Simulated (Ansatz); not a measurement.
## A sublattice moved along a line in SnSe$_{2}$

Theory: DFT r2SCAN, scalar-relativistic, plane waves, PAW in Ansatz 0.2.0. Settings: plane waves to 500 eV, k-mesh 12×12×4 (Γ-centred), Gaussian smearing 0.05 eV. No spin polarisation. Energies are free energies at this smearing, counted from the undisturbed cell; pressure is positive in compression.

The starting cell (relaxed at this level):

```
CELL_PARAMETERS angstrom
3.84057 0.00000 0.00000
-1.92028 3.32603 0.00000
0.00000 0.00000 6.52330
ATOMIC_POSITIONS crystal
Sn 0.00000 0.00000 0.00000
Se 0.33333 0.66667 0.24127
Se 0.66667 0.33333 0.75873
```

The cell holds layers and no dispersion correction was added, so their binding is poorly described.

Every Se atom is moved by x along the Cartesian unit vector (0.000, -0.815, -0.579); the cell and all other atoms stay fixed.

| x (Å) | ΔE (meV/cell) | force along x on the moved atoms (eV/Å) | pressure (GPa) | gap on the mesh (eV) |
| --- | --- | --- | --- | --- |
| -0.1000 | 44.2 | ? | 0.2 | ? |
| -0.0500 | 10.9 | 0.44 | 0.1 | 1.02 |
| 0.0000 | 0.0 | 0.00 | 0.0 | 1.04 |
| 0.0750 | 24.7 | -0.66 | 0.1 | 0.99 |

**Question.** Give the withheld values.

**Answer.** force along x on the moved atoms (eV/Å) at x (Å) = -0.1000: 0.90; gap on the mesh (eV) at x (Å) = -0.1000: 0.94.

Cost: 4 runs of about 3.9 core-minutes in all, on Arm Neoverse V2 (shared hosts).